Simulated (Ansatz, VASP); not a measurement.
# C: VASP beside Ansatz

```xyz
2
Lattice="1.2325 0.7116 3.3614 -1.2325 0.7116 3.3614 0.0000 -1.4232 3.3614" Properties=species:S:1:pos:R:3 pbc="T T T"
C     0.0000    0.0000    1.6563
C     0.0000    0.0000    8.4279
```

Change from the starting cell: mode 4 frozen in at -0.024 Å and mode 6 at +0.000 Å (largest displacements).

Alike in both runs: task single point; functional PBE; dispersion D3(BJ); k mesh 15 × 15 × 15; occupations gaussian, width 0.05 eV; no spin polarisation.

```csv
,VASP,Ansatz
version,VASP 6.6.1,Ansatz 0.2.0
potentials or method,"VASP PAW PBE potentials, release 64 (C)","scalar-relativistic, plane waves, PAW"
plane-wave cutoff (eV),520,520
valence electrons in the cell,8,8
```

|  | VASP | Ansatz | Ansatz less VASP |
| --- | --- | --- | --- |
| gap on the k mesh at the Fermi level (eV) | 0.73 | 0.73 | 0.000 |
| least direct gap on the mesh (eV) | 0.73 | 0.73 | 0.000 |
| pressure (GPa) | 0.3 | -0.1 | -0.44 |
| largest component of the traceless stress (GPa) | 0.83 | 0.31 | -0.515 |
| rms of the force components (eV/Å) | 0.453 | 0.455 | +0.0016 |

Atom by atom the forces differ by 0.002 eV/Å (rms over components).

Caveats: an odd mesh through Γ misses points on the zone boundary, where band edges often lie.
